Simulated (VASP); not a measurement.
A run of VASP 6.6.1 is set up as follows.

Contents of INCAR:

```
PREC     = Accurate       # precision mode
ENCUT    = 520            # plane-wave cutoff, eV
EDIFF    = 1E-7           # SCF threshold, eV
ISMEAR   = -1             # smearing method
SIGMA    = 0.1            # smearing width, eV
LREAL    = F              # projectors in reciprocal space
LASPH    = T              # aspherical terms in the spheres
NELM     = 80             # most SCF steps
ALGO     = Fast           # electronic algorithm
ISIF     = 2              # what is computed and relaxed
LWAVE    = F              # write WAVECAR
LCHARG   = T              # write CHGCAR
GGA      = RP             # functional
LELF     = T              # ELF
LVHAR    = T            
NBANDS   = 26             # bands
```

The input KPOINTS:

```
regular mesh
0
Gamma
  7 7 10
```

File POSCAR:

```
Tl
1.0
    5.9968894732      0.0000000000      0.0000000000
   -2.9984447366      5.1934586275      0.0000000000
    0.0000000000      0.0000000000      3.6836820992
Tl
3
Direct
    1.0000000000      1.0000000000      0.0000000000
    0.3333333333      0.6666666667      0.5000000000
    0.6666666667      0.3333333333      0.5000000000
```

Potentials or basis: VASP PAW PBE potentials, release 64 (Tl_d).

Launch:

```sh
$ cat potpaw_PBE.64/Tl_d/POTCAR > POTCAR
$ mpirun -np 1 vasp_std > vasp.out
```

Question: Estimate the pressure.

Answer: -1.6 GPa.

Question: Estimate the band gap on the k mesh.

Answer: None (metal or under the smearing width).

Caveat: the PAW data sets were made with another functional, which shifts forces and pressure a little. The run has no spin-orbit coupling, so splittings on Tl are missing.
